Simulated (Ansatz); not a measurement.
**Pressure against volume in Ca**

The cell was found from a structure generator's guess, not taken from experiment.

The calculation used DFT PBE, scalar-relativistic, plane waves, PAW (Ansatz). Plane waves to 420 eV, an 8×8×8 mesh through Γ for the 6-atom cell and 0.10 eV Gaussian smearing; no spin polarisation.

Space group I4_1/amd:1 (No. 141). a = 7.221 Å, b = 7.221 Å, c = 10.156 Å, α = 90.00°, β = 90.00°, γ = 90.00°
```json
{"atom": "Ca", "site": "4a", "symmetry": "-4m2", "x": "0.0000", "y": "0.0000", "z": "0.0000"}
{"atom": "Ca", "site": "8d", "symmetry": ".2/m.", "x": "0.5000", "y": "0.2500", "z": "0.1250"}
```

The cell was set to several volumes, with shape and atoms relaxed at each where symmetry leaves them free. Pressure is positive in compression, and energies count from the lowest row. No row has a gap on its mesh.

```
row  V (Å³/atom)  P (GPa)  ΔE (meV/atom)
  1       38.832     2.51           38.3
  2       40.156        ?              ?
  3       41.480     1.10            8.9
  4       42.804     0.52            2.2
  5       44.127     0.01            0.0
  6       45.451    -0.44            1.8
  7       46.775    -0.83            7.1
  8       48.540    -1.29           18.8
```

Question: Find B = −V·ΔP/ΔV from rows 4 and 6 and from rows 1 and 3, and from the two its slope B′ and its value B0 at zero pressure.

Answer: Rows 4 and 6 give −(42.804 + 45.451)/2 × (-0.44 − (0.52))/(45.451 − 42.804) = 16.0 GPa at a mean pressure of 0.04 GPa. Rows 1 and 3 give −(38.832 + 41.480)/2 × (1.10 − (2.51))/(41.480 − 38.832) = 21.4 GPa at a mean pressure of 1.80 GPa. So B′ = (21.4 − 16.0)/(1.80 − (0.04)) = 3.07 and B0 = 16.0 − 3.07 × (0.04) = 15.9 GPa. A third-order Birch–Murnaghan fit to all the energies gives B0 = 15.9 GPa and B′ = 3.2.

Question: Estimate the pressure and energy of row 2.

Answer: From row 5, V0 = 44.127 × (1 + (0.01)/15.9) = 44.155 Å³/atom. Murnaghan's form P = (B0/B′)·[(V0/V)^B′ − 1] gives (15.9/3.07) × [(44.155/40.156)^3.07 − 1] = 1.75 GPa; the computed pressure is 1.76 GPa, so the estimate is off by -0.01 GPa. The work of compression from row 3, with the mean of the two pressures, gives ΔE = 8.9 + (1.75 + 1.10)/2 × (41.480 − 40.156)/160.2 × 1000 = 20.7 meV/atom (1 eV/Å³ = 160.2 GPa); the computed value is 20.7 meV/atom.

All volumes keep the k mesh of the relaxed cell. A structure relaxed within its symmetry needn't be a true minimum.
